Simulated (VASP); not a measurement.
# KF: single point with PBE

Crystal: KF.

```
K F
1.0
     0.07186    2.67764    2.67764
     2.67764    0.07186    2.67764
     2.67764    2.67764    0.07186
K F
1 1
Direct
  0.00000 0.00000 0.00000
  0.50000 0.50000 0.50000
```

The cell was built by a generator and needn't be a form met in nature.

The cell isn't the ideal one: epitaxial_111 strain -2.0%.

- Program: VASP 6.6.1
- Task: single point
- Functional: PBE
- Potentials or basis: VASP PAW PBE potentials, release 64 (K_sv, F)
- Cutoff: 520 eV
- k mesh: 8 × 8 × 8
- Occupations: fermi-dirac, width 0.02 eV
- Spin: no spin polarisation

- Pressure: 2.7 GPa
- Band gap on the k mesh: 6.33 eV, direct

Stress tensor (GPa, compression positive):
```
 2.75 -0.37 -0.37
-0.37  2.75 -0.37
-0.37 -0.37  2.75
```

Levels at points of the mesh, in eV from the valence-band top:
```csv
k point,band 4,band 5,band 6,band 7,band 8,band 9,band 10,band 11,band 12,band 13
"(0.00, 0.00, 0.00)",-9.29,-9.29,-0.04,0.00,0.00,6.33,10.49,10.88,10.88,12.49
"(0.50, 0.00, 0.00)",-9.34,-9.33,-0.85,-0.44,-0.37,9.22,10.89,12.05,12.42,14.43
"(0.50, 0.50, 0.00)",-9.54,-9.51,-0.21,-0.08,-0.05,8.21,10.47,12.08,13.75,14.40
"(0.50, 0.50, 0.50)",-9.31,-9.31,-0.85,-0.34,-0.34,9.09,10.73,12.16,12.16,14.48
```

Run time: 33 s on 1 thread of AMD EPYC 7R13 Processor (Zen 3) (shared host), peak memory 0.14 GiB.

A k mesh can miss the band edges.
